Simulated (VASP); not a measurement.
Input of a VASP 6.6.1 run:

INCAR

```
SYSTEM = Li
ALGO = Fast
EDIFF = 1E-6
ENCUT = 520
GGA = PE
ISIF = 2
ISMEAR = 0
ISYM = 0
IVDW = 12
LASPH = .True.
LCHARG = .False.
LREAL = Auto
LWAVE = .False.
NBANDS = 42
NELM = 100
PREC = Accurate
SIGMA = 0.1
```

Contents of KPOINTS:

```
k-points
0
Gamma
  3 3 3
  0 0 0
```

File POSCAR:

```
Li
1.0
    0.0000000000      5.3884137890      5.0930000000
   -4.6665032274     -2.6942068945      5.0930000000
    4.6665032274     -2.6942068945      5.0930000000
Li
18
Direct
    0.3055555556      0.6388888889      0.3055555556
    0.6388888889      0.6388888889      0.9722222222
    0.3055555556      0.3055555556      0.6388888889
    0.3055555556      0.9722222222      0.9722222222
    0.6388888889      0.3055555556      0.3055555556
    0.9722222222      0.6388888889      0.6388888889
    0.9722222222      0.3055555556      0.9722222222
    0.6388888889      0.9722222222      0.6388888889
    0.9722222222      0.9722222222      0.3055555556
    0.3611111111      0.6944444444      0.6944444444
    0.6944444444      0.6944444444      0.3611111111
    0.3611111111      0.3611111111      0.0277777778
    0.3611111111      0.0277777778      0.3611111111
    0.6944444444      0.3611111111      0.6944444444
    0.0277777778      0.6944444444      0.0277777778
    0.0277777778      0.3611111111      0.3611111111
    0.6944444444      0.0277777778      0.0277777778
    0.0277777778      0.0277777778      0.6944444444
```

Potentials or basis: VASP PAW PBE potentials, release 64 (Li_sv).

Run with:

```sh
$ cat potpaw_PBE.64/Li_sv/POTCAR > POTCAR
$ mpirun -np 1 vasp_std > vasp.out
```

(1) What does it give for the dispersion energy per atom?

(2) Estimate the band gap on the k mesh.

Answers

(1) -0.161 eV.

(2) none (metal or under the smearing width).
